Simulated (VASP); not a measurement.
Runs of VASP 6.6.1 on MgB2. It takes space group P6/mmm (No. 191, hexagonal). Conventional cell: a = 3.085 Å, b = 3.085 Å, c = 3.523 Å, α = 90.00°, β = 90.00°, γ = 120.00°. Around Mg (site symmetry 6/mmm) lie 12 B at 2.51 Å. B (site symmetry -6m2) is surrounded by 3 B at 1.78 Å. 

```tsv
task	level	potentials or basis	cell	k mesh	cutoff (eV)	smearing	k mesh for the DOS	grid for exact exchange (PRECFOCK)	exchange at q = 0	other keys	mesh quality	gap on the mesh (eV)	pressure (GPa)
single point	PBE	VASP PAW PBE potentials, release 64 (Mg, B)	as given	10 × 10 × 8	500	gaussian 0.1 eV	-	-	-	-	not flagged	none	-1.1
single point	HF+D4	VASP PAW PBE potentials, release 64 (Mg, B)	as given	5 × 5 × 4	520	fermi-dirac 0.05 eV	-	Fast	truncated	-	coarse	none	-7.6
atomic charges	LDA	VASP PAW LDA potentials, release 64 (Mg, B)	cell strained at random at fixed volume	10 × 10 × 8	520	gaussian 0.01 eV	-	-	-	-	not flagged	none	-7.3
single point	revPBE+D2	VASP PAW PBE potentials, release 64 (Mg, B)	volume scaled by 0.92	10 × 10 × 8	520	fermi-dirac 0.1 eV	-	-	-	-	not flagged	none	(a)
```

Alike in all rows: no spin polarisation.

Problem. Estimate the missing entries.

Solution. (a) 8.1.

Caveats: some runs use coarse meshes; the PAW data sets were made with another functional, which shifts forces and pressure a little (some runs); pairwise dispersion overbinds metals, which lowers pressure and volume (some runs); atom-pairwise D2, TS and ULG terms overbind metals (some runs).

A gap of «none» marks a metal or a gap under the smearing width.
